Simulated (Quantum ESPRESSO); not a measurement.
The system is MnS.

```
Mn S
1.0
     1.83000    1.05655    2.97092
    -1.83000    1.05655    2.97092
     0.00000   -2.11310    2.97092
Mn S
1 1
Direct
  0.00000 0.00000 0.00000
  0.50000 0.50000 0.50000
```

The cell is a database's computed one.

- Program: Quantum ESPRESSO 7.5
- Task: single point
- Functional: PBE
- Potentials or basis: SSSP 1.3 efficiency PBE
- Cutoff: 884 eV
- Density cutoff: 10612 eV
- k mesh: 9 × 9 × 9
- Occupations: fermi-dirac, width 0.05 eV
- Spin: collinear spin, ferromagnetic start
- Starting moments: [4.0, 0.0] μB

On this cell: pressure -1.4 GPa; largest force under 0.003 eV/Å; net moment 4.67 μB per cell; site moments Mn +4.17; S +0.14 μB; band gap on the k mesh none (metal or under the smearing width).

The same run follows on a disturbed copy (atoms moved at random, drawn with an rms of 0.05 Å):

```xyz
2
Lattice="1.8300 1.0565 2.9709 -1.8300 1.0565 2.9709 0.0000 -2.1131 2.9709" Properties=species:S:1:pos:R:3 pbc="T T T"
Mn   -0.0160   -0.0031    0.0474
S     0.0330    0.0089    4.4197
```

Problem. What changes?

Solution. The energy (extrapolated to zero smearing) moves by +7.2 meV/atom; pressure -1.0 GPa; largest force 0.295 eV/Å; net moment 4.67 μB per cell; site moments Mn +4.12; S +0.14 μB; band gap on the k mesh none (metal or under the smearing width).

Forces on the atoms (eV/Å):
```
Mn   0.151  0.040 -0.250
S   -0.151 -0.040  0.250
```

Stress tensor (GPa, compression positive):
```
-1.08  0.27 -0.34
 0.27 -1.28 -0.14
-0.34 -0.14 -0.79
```

Caveats: a cell with one magnetic atom can't hold antiferromagnetic order, which such compounds often take; semilocal functionals often make such compounds metallic where correlation or magnetic order opens a gap, which also shifts bond lengths.
